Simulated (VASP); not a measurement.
Crystal: ZnS (Wurtzite-4H).

```xyz
8
Lattice="3.8227 0.0000 0.0000 -1.9114 3.3106 0.0000 0.0000 0.0000 12.5200" Properties=species:S:1:pos:R:3 pbc="T T T"
Zn    1.9114    1.1035    9.3900
Zn    0.0000    2.2070    3.1300
Zn    0.0000    0.0000    6.2600
Zn    0.0000    0.0000    0.0000
S     1.9114    1.1035   11.7375
S     0.0000    2.2070    5.4775
S     0.0000    0.0000    8.6075
S     0.0000    0.0000    2.3475
```

* Program: VASP 6.6.1
* Task: relaxation of cell and atoms
* Functional: optPBE-vdW
* Potentials or basis: VASP PAW PBE potentials, release 64 (Zn, S)
* Cutoff: 600 eV
* k mesh: 8 × 8 × 3
* Occupations: fermi-dirac, width 0.05 eV
* Spin: no spin polarisation

At the start: pressure 2.4 GPa; volume 19.81 Å³/atom.

Task: Where does the relaxation end?

Result: Over 10 steps the energy falls by 4.8 meV/atom and the volume is 20.47 Å³/atom (+3.4 %); space group P6_3mc (No. 186, to 0.05 Å).

The path:
| step | energy change (eV) | largest force (eV/Å) | pressure (GPa) | volume (Å³) |
| --- | --- | --- | --- | --- |
| 1 | 0.0000 | 0.0521 | 2.37 | 158.44 |
| 2 | -0.0351 | 0.0116 | -0.57 | 165.26 |
| 3 | -0.0382 | 0.0194 | 0.01 | 163.75 |
| 4 | -0.0381 | 0.0187 | -0.05 | 163.86 |
| 5 | -0.0382 | 0.0092 | 0.04 | 163.70 |
| 6 | -0.0382 | 0.0107 | -0.01 | 163.71 |
| 7 | -0.0382 | 0.0081 | 0.00 | 163.70 |
| 8 | -0.0382 | 0.0068 | 0.00 | 163.72 |
| 9 | -0.0382 | 0.0057 | -0.03 | 163.78 |
| 10 | -0.0382 | 0.0029 | -0.02 | 163.75 |

Final structure:
```
Zn S
1.0
     3.86478    0.00000    0.00000
    -1.93239    3.34699    0.00000
     0.00000    0.00000   12.65922
Zn S
4 4
Cartesian
  1.9324 1.1157 9.4952
  0.0000 2.2313 3.1655
  3.8648 0.0000 6.3315
  0.0000 0.0000 0.0019
  1.9324 1.1157 11.8690
  0.0000 2.2313 5.5394
  -1.9324 3.3470 8.6995
  -1.9324 3.3470 2.3699
```

Caveat: the PAW data sets were made with another functional, which shifts forces and pressure a little.
